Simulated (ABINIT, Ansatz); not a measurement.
Given: the input of a run of Ansatz 0.2.0 on GaN. The cell is a database's computed one, not the measured one.

The input input.yaml:

```yaml
crystal:
  lattice:
    - [3.2115377864, 0.0, 0.0]
    - [-1.6057688932, 2.7812733083, 0.0]
    - [0.0, 0.0, 10.35684]
  atoms:
    - { symbol: Ga, position: [0.0, 0.0, 0.785868] }
    - { symbol: Ga, position: [0.6666666667, 0.3333333333, 0.037349] }
    - { symbol: Ga, position: [0.3333333333, 0.6666666667, 0.537349] }
    - { symbol: Ga, position: [0.0, 0.0, 0.285868] }
    - { symbol: "N", position: [0.0, 0.0, 0.093038] }
    - { symbol: "N", position: [0.6666666667, 0.3333333333, 0.343745] }
    - { symbol: "N", position: [0.0, 0.0, 0.593038] }
    - { symbol: "N", position: [0.3333333333, 0.6666666667, 0.843745] }
hamiltonian:
  xc: pbe
  pseudopotentials: { kind: paw }
kpoints:
  mp_grid: { grid: [10, 10, 3] }
scf:
  occupations: { method: fermi_dirac, width: 0.05 }
output:
  forces: true
  stress: true
  eigenvalues: true
```

Potentials or basis: Ansatz PAW.

The run is started by

```console
$ ansatz run input.yaml --threads 4 --pin off --max-ram 10240MiB --backend cpu --events-out ev --progress --plain --runs-dir out
```

Set up the same calculation for ABINIT 10.8.3 (patched build). Potentials or basis there: JTH PAW PBE v2.0, cutoff 707 eV.

As run (cutoffs and basis follow the program's own potentials, and thresholds, step limits or extra output files can differ):

The input run.abi:

```
pp_dirpath "./"
pseudos "Ga.GGA_PBE-JTH.xml, N.GGA_PBE-JTH.xml"

acell 3*1.0 Angstrom
rprim
     3.2115377864     0.0000000000     0.0000000000
    -1.6057688932     2.7812733083     0.0000000000
     0.0000000000     0.0000000000    10.3568400000
ntypat 2
znucl 31 7
natom 8
typat 1 1 1 1 2 2 2 2
xcart
     0.0000000000     0.0000000000     8.1391091371
     1.6057688934     0.9270911027     0.3868176172
    -0.0000000002     1.8541822056     5.5652376172
     0.0000000000     0.0000000000     2.9606891371
     0.0000000000     0.0000000000     0.9635796799
     1.6057688934     0.9270911027     3.5601119658
     0.0000000000     0.0000000000     6.1419996799
    -0.0000000002     1.8541822056     8.7385319658 Angstrom

ecut 26.0
pawecutdg 48.0
pawxcdev 0

kptopt 1
ngkpt 10 10 3
nshiftk 1
shiftk 0.0 0.0 0.0

ixc 11

nband 44
occopt 3
tsmear 0.05 eV

nstep 100
tolvrs 1.0e-9

iomode 3
prtwf 0
prteig 0
prtebands 0
enunit 1
prtden 1
prtvha 1
prtvclmb 1
prtpot 1
```

Potentials or basis: JTH PAW PBE v2.0.

Launch:

```bash
$ abinit run.abi > log 2>&1
```

Both were run:

|  | Ansatz | ABINIT |
| --- | --- | --- |
| Pressure | -0.1 GPa | 0.3 GPa |
| Largest force | 0.325 eV/Å | 0.356 eV/Å |

Ansatz's pressure holds a Pulay term of +0.50 GPa for its cutoff of 420 eV, which the other run lacks.

Where Ansatz's input types no cutoff or centring, it takes its own default and a Γ-centred mesh.

Pressure is positive in compression.
